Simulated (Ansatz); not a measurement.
**From barrier to diffusion: O in SrTiO3**

These are results of DFT PBEsol, scalar-relativistic, plane waves, PAW in Ansatz, not measurements. (420 eV cutoff, 3×3×3 k-mesh, Gaussian smearing of 0.02 eV, no spin polarisation)

Host crystal, relaxed:

```
Sr Ti O
1.0
     3.89113    0.00000    0.00000
     0.00000    3.89113    0.00000
     0.00000    0.00000    3.89113
Sr Ti O
1 1 3
Direct
  0.00000 0.00000 0.00000
  0.50000 0.50000 0.50000
  0.50000 0.00000 0.50000
  0.50000 0.50000 0.00000
  0.00000 0.50000 0.50000
```

In a supercell of 20 host sites with charge +2, O trades places with a neighbouring O vacancy, moving 2.48 Å. Climbing-image nudged elastic band at fixed cell; the order of the saddle wasn't checked, and the small cell leaves errors of about a tenth of an eV.

```tsv
image	path (Å)	E − E(0) (eV)
0	0.00	0.000
1	0.68	0.382
2	1.36	0.780
3	2.04	0.382
4	2.72	0.000
```

Problem. What are the barriers forward and back, and what attempt frequency does the shape suggest?

Solution. Forward 0.78 eV, back 0.78 eV, the ends being level. For a sinusoidal profile E_b sin²(πx/l), with the O atom alone moving, ν = (1/l)√(E_b/2m) = 6.2×10¹² s⁻¹, within an order of magnitude of the customary 10¹³ s⁻¹; a true prefactor needs the vibrations at the minimum and at the saddle.

Problem. With ν = 10¹³ s⁻¹, how often does the exchange happen at 300, 600 and 1000 K once atom and vacancy are neighbours, taking the host as solid throughout? Does that give the diffusivity?

Solution. k = ν exp(−E_b/k_BT):
```tsv
T (K)	k (1/s)	wait (s)
300	0.78	1.3
600	2.8×10⁶	3.6×10⁻⁷
1000	1.2×10⁹	8.5×10⁻¹⁰
```

No. The atom can jump only when a vacancy is beside it, so where vacancies are thermal the activation energy of diffusion adds the vacancy's formation energy; where doping, quenching or off-stoichiometry fixes their number, it doesn't. And repeated exchanges only swap the two back and forth: O gets on when the vacancy moves round it by other jumps, which the correlation factor counts. An error of 0.1 eV in the barrier changes k by a factor of 48 at 300 K and 3.2 at 1000 K.

Cost: 1 run of about 19 core-minutes, on AMD EPYC 7B13 (Zen 3) (shared hosts).